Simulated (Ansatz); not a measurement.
The system is CdO (Monteponite).

```xyz
2
Lattice="0.0000 2.3495 2.3495 2.3495 0.0000 2.3495 2.3495 2.3495 0.0000" Properties=species:S:1:pos:R:3 pbc="T T T"
Cd    0.0000    0.0000    0.0000
O     2.3495    2.3495    2.3495
```

Base run:

- Program: Ansatz 0.2.0
- Functional: PBEsol
- Potentials or basis: all-electron LAPW, non-relativistic
- Cutoff: 306 eV (chosen from the basis error)
- Basis error allowed: 0.001 eV/atom
- k mesh: 10 × 10 × 10
- Occupations: fermi-dirac, width 0.05 eV
- Spin: no spin polarisation

Its results: pressure 1.5 GPa.

The run is repeated on the same cell with these changes: potentials or basis from all-electron LAPW, non-relativistic to all-electron LAPW, scalar-relativistic. What comes out?

Pressure -0.8 GPa.

Caveats: relativity is left out, which matters for the heavier elements (some runs).
